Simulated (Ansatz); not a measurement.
## Exact exchange in Li2O: computed gaps and pressures at one geometry

```cif
data_structure
_symmetry_space_group_name_H-M 'Fm-3m'
_symmetry_Int_Tables_number 225
_cell_length_a 4.6190
_cell_length_b 4.6190
_cell_length_c 4.6190
_cell_angle_alpha 90.000
_cell_angle_beta 90.000
_cell_angle_gamma 90.000
_cell_volume 98.55
loop_
_atom_site_label
_atom_site_type_symbol
_atom_site_symmetry_multiplicity
_atom_site_Wyckoff_symbol
_atom_site_fract_x
_atom_site_fract_y
_atom_site_fract_z
_atom_site_occupancy
Li1 Li 8 c 0.25000 0.75000 0.75000 1
O1 O 4 a 0.00000 0.00000 0.00000 1
```

All runs: Ansatz, plane waves and PAW, scalar-relativistic (no spin–orbit coupling), 6×6×6 k-mesh, Gaussian smearing of 0.05 eV, no spin polarisation. Semilocal reference PBE: gap 4.99 eV, pressure 0.4 GPa. The hybrids carry no U.

Problem. What gap and pressure does HSE06 give at this geometry?

Solution. Gap 6.58 eV, pressure -2.8 GPa.

Problem. And the other functionals?

Solution. 
| functional | gap | pressure (GPa) | cutoff (eV) | core-seconds |
| --- | --- | --- | --- | --- |
| HSE06-type hybrid with an exact-exchange fraction of 0.35 and a screening parameter of 0.5 Å⁻¹ | 6.34 eV | -3.6 | 420 | 15 |
| HSE06-type hybrid with a screening parameter of 0.3 Å⁻¹ | 6.34 eV | -2.7 | 420 | 15 |
| HSE06 | 6.58 eV | -2.8 | 420 | 15 |
| B3LYP | 7.16 eV | -2.0 | 420 | 14 |
| PBE0-type hybrid with an exact-exchange fraction taken as 1/ε∞ | 8.20 eV | -3.9 | 420 | 20 |
| r2SCAN0-type hybrid with an exact-exchange fraction taken as 1/ε∞ | 8.73 eV | -5.3 | 500 | 31 |
| r2SCAN50 | 9.88 eV | -6.3 | 500 | 20 |

In the PBE0 form, going from an exact-exchange fraction of 0.00 to 0.34 opens the gap by 3.20 eV, or 0.93 eV for each tenth. The dielectric-dependent PBE0 form takes the fraction 0.343 = 1/ε∞, that is ε∞ = 2.9. On shared hosts the hybrid runs at the reference's cutoff took roughly 19 to 27 times the core time of the semilocal one on the same mesh, with some more bands.

Caveats: core times come from shared hosts and scatter; gaps are read on a coarse mesh; stress loosely converged.

Every hybrid opens the gap beyond the PBE value of 4.99 eV, but the amount depends on the range of the exact exchange as well as its fraction. The valence band edge is mainly O 2p, and nonlocal exchange lowers these compact occupied states relative to the delocalised conduction states. Shortening its range removes part of that shift, which is how a fraction of 0.35 with strong screening gives the same 6.34 eV as a less screened hybrid with a smaller fraction.

With ε∞ only 2.9, Li2O screens weakly and a substantial long-range exchange tail should survive. HSE06 therefore probably underestimates the fundamental gap, while r2SCAN50, whose fraction exceeds 1/ε∞, probably overestimates it.

The negative pressures mean that all the hybrids favour a smaller cell than this one, plausibly because the oxide anion contracts. They do not simply track the gap: B3LYP has a wider gap than HSE06 but a less negative pressure. Comparison with an optical absorption onset would also require the electron–hole attraction.
